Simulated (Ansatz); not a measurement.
# Kick test of a cell of Si₂C₃

The cell was found from a structure generator's guess, not taken from experiment.

The calculation used DFT PBE, scalar-relativistic, plane waves, PAW (Ansatz 0.2.0). Plane waves to 420 eV, a k mesh through Γ of 18×18×6 on the computed 5-atom cell and Gaussian smearing (0.10 eV); no spin polarisation.

The cell below (5 atoms, space group P6/mmm (No. 191)) is relaxed within its symmetry.

```yaml
crystal:
  lattice:
    - [2.80684, 0.00000, 0.00000]
    - [-1.40342, 2.43079, 0.00000]
    - [0.00000, 0.00000, 8.72285]
  atoms:
    - { symbol: Si, position: [0.00000, 0.00000, 0.85393] }
    - { symbol: Si, position: [0.00000, 0.00000, 0.14607] }
    - { symbol: C, position: [0.00000, 0.00000, 0.35373] }
    - { symbol: C, position: [0.00000, 0.00000, 0.50000] }
    - { symbol: C, position: [0.00000, 0.00000, 0.64627] }
```

For the test a repeat of it with 10 atoms (edges 2.81, 2.81, 17.45 Å) was strained at random (σ = 1.5 % a component), the atoms were moved at random (σ = 0.05 Å), and all was relaxed again on a coarse 12×12×2 mesh (in the run’s order of axes) with 0.20 eV smearing, with no symmetry imposed.

Question: Does it come back?

Answer: It returns, within 1 meV/atom of the unmoved cell on that mesh and with the same symmetry when read at 0.1 Å. So it is stable against the distortions that fit this cell and that this random move excites. Modes that don't fit the cell aren't tested. Another cell of Si2C3 relaxed alike, in R-3m, lies 0.57 eV/atom lower, so this cell isn't the stable form at this level.
